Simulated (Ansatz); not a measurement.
The cell is AlN in the wurtzite structure; cell and atoms were relaxed with r2SCAN. It is hexagonal, P6_3mc (No. 186); conventional cell a = 3.107 Å, c = 4.979 Å, 10.40 Å³ an atom. Al is surrounded by 4 N at 1.89–1.90 Å; N is surrounded by 4 Al at 1.89–1.90 Å.

```xyz
4
Lattice="3.1067 0.0000 0.0000 -1.5533 2.6905 0.0000 0.0000 0.0000 4.9786" Properties=species:S:1:pos:R:3 pbc="T T T"
Al    0.0000    1.7937   -0.0164
Al    1.5533    0.8968    2.4729
N     0.0000    1.7937    1.8834
N     1.5533    0.8968    4.3727
```

The questions ask for values computed with the plane-wave code Ansatz on this geometry. Calculated for a static, non-magnetic cell.

Question: Is there a gap with PBE, and of what kind?

Answer: The PBE gap is direct at Γ: 4.23 eV.

Question: What does HSE06 give for the gap (6×6×4 mesh)?

Answer: HSE06 gives a direct gap of 5.60 eV at Γ. The gap differs by +1.37 eV from PBE's.

Question: How does the gap change from PBE to LC-ωPBE (6×6×4)?

Answer: LC-ωPBE gives a direct gap of 11.12 eV at Γ. The gap differs by +6.89 eV from PBE's.

Question: What does G0W0@PBE with 308 empty bands, a screening cutoff of 220 eV and a 6×6×4 mesh give?

Answer: 5.95 eV (the shift on the mesh added to PBE's least gap). G0W0 moves the gap on the mesh from 4.23 eV (PBE) to 5.95 eV (direct at Γ). Renormalisation factors Z lie between 0.77 and 0.83. The G0W0 figures hold for the stated bands, cutoff and mesh and aren't extrapolated.

Question: How strongly does the crystal screen a field with clamped ions (PBE)?

Answer: The clamped-ion dielectric constant comes out as 4.43 along x and y, 4.65 along z. Born charges, averaged over directions: Al +2.58, N -2.58 e.

Question: What fraction of exact exchange does the dielectric-dependent hybrid take (1/ε∞ of PBE, averaged over directions)?

Answer: 0.222.

Question: Relaxed again with PBEsol, is the cell stable at the zone centre, and where do its optical modes lie?

Answer: The zone-centre optical frequencies run from 235 to 712 cm⁻¹, none imaginary (the rest of the zone wasn't tested). With the long-range field the highest mode reaches 895 cm⁻¹. The program warns that the force constants, and all that is formed from them, aren't settled on this k mesh.

The meshes of the hybrids are coarse, so their gaps aren't converged to the digits shown.
